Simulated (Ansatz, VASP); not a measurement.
ZnO in VASP and in Ansatz

POSCAR

```
ZnO
1.0
    3.2373510200      0.0000000000      0.0000000000
   -1.6186755100      2.8036282300      0.0000000000
    0.0000000000      0.0000000000      5.2220613000
Zn O
2 2
Direct
    0.6666666700      0.3333333300      0.5005917000
    0.3333333300      0.6666666700      0.0005917000
    0.6666666700      0.3333333300      0.8797183000
    0.3333333300      0.6666666700      0.3797183000
```

Contents of INCAR.step1:

```
SYSTEM = ZnO
  PREC = Accurate
  ENCUT = 520
  ISMEAR = 0
  SIGMA = 0.1
  LREAL = .FALSE.
  LASPH = .TRUE.
  NELM = 80
  NBANDS = 26
  GGA = PE
  ALGO = Normal
  EDIFF = 1E-4
  LWAVE = .TRUE.
  LCHARG = .FALSE.
```

INCAR.step2

```
SYSTEM = ZnO
  PREC = Accurate
  ENCUT = 520
  EDIFF = 1E-6
  ISMEAR = 0
  SIGMA = 0.1
  LREAL = .FALSE.
  LASPH = .TRUE.
  NELM = 80
  ALGO = Normal
  ISIF = 2
  LWAVE = .FALSE.
  LCHARG = .FALSE.
  METAGGA = R2SCAN
  LMIXTAU = .TRUE.
  NBANDS = 26
  ISTART = 1
```

Contents of KPOINTS:

```
Automatic mesh
0
G
  6 6 4
  0 0 0
```

Input for Ansatz:

```yaml
crystal:
  lattice:
    - [3.23735102, 0.0, 0.0]
    - [-1.61867551, 2.80362823, 0.0]
    - [0.0, 0.0, 5.2220613]
  atoms:
    - { symbol: Zn, position: [0.66666667, 0.33333333, 0.5005917] }
    - { symbol: Zn, position: [0.33333333, 0.66666667, 0.0005917] }
    - { symbol: O, position: [0.66666667, 0.33333333, 0.8797183] }
    - { symbol: O, position: [0.33333333, 0.66666667, 0.3797183] }
basis:
  ecutwfc: 500
kpoints:
  mp_grid: { grid: [6, 6, 4] }
hamiltonian:
  xc: r2scan
scf:
  occupations: { method: gaussian, width: 0.1 }
output:
  forces: true
  stress: true
  eigenvalues: true
```

The cell is a database's computed one.

Alike in both runs: task single point; functional r2SCAN; k mesh 6 × 6 × 4; occupations gaussian, width 0.1 eV; no spin polarisation.

|  | VASP | Ansatz |
| --- | --- | --- |
| version | VASP 6.6.1 | Ansatz 0.2.0 |
| potentials or method | VASP PAW PBE potentials, release 64 (Zn, O) | scalar-relativistic, plane waves, PAW |
| plane-wave cutoff (eV) | 520 | 500 |
| valence electrons in the cell | 36 | 36 |

Ansatz gave:

```
gap on the k mesh at the Fermi level (eV)       : 1.23
least direct gap on the mesh (eV)               : 1.23
pressure (GPa)                                  : -0.5
largest component of the traceless stress (GPa) : 0.06
rms of the force components (eV/Å)              : 0.003
```

Problem. Estimate VASP's values.

Solution. gap on the k mesh at the Fermi level (eV): 1.23; least direct gap on the mesh (eV): 1.23; pressure (GPa): 0.5; largest component of the traceless stress (GPa): 0.01; rms of the force components (eV/Å): 0.011.

Atom by atom the forces differ by 0.008 eV/Å (rms over components). With one functional, cell and mesh, what is left measures potentials, basis and numerics.

Caveats: the PAW data sets were made with another functional, which shifts forces and pressure a little (VASP). r2SCAN opens gaps a little over a GGA but as a rule still falls short of measured ones.
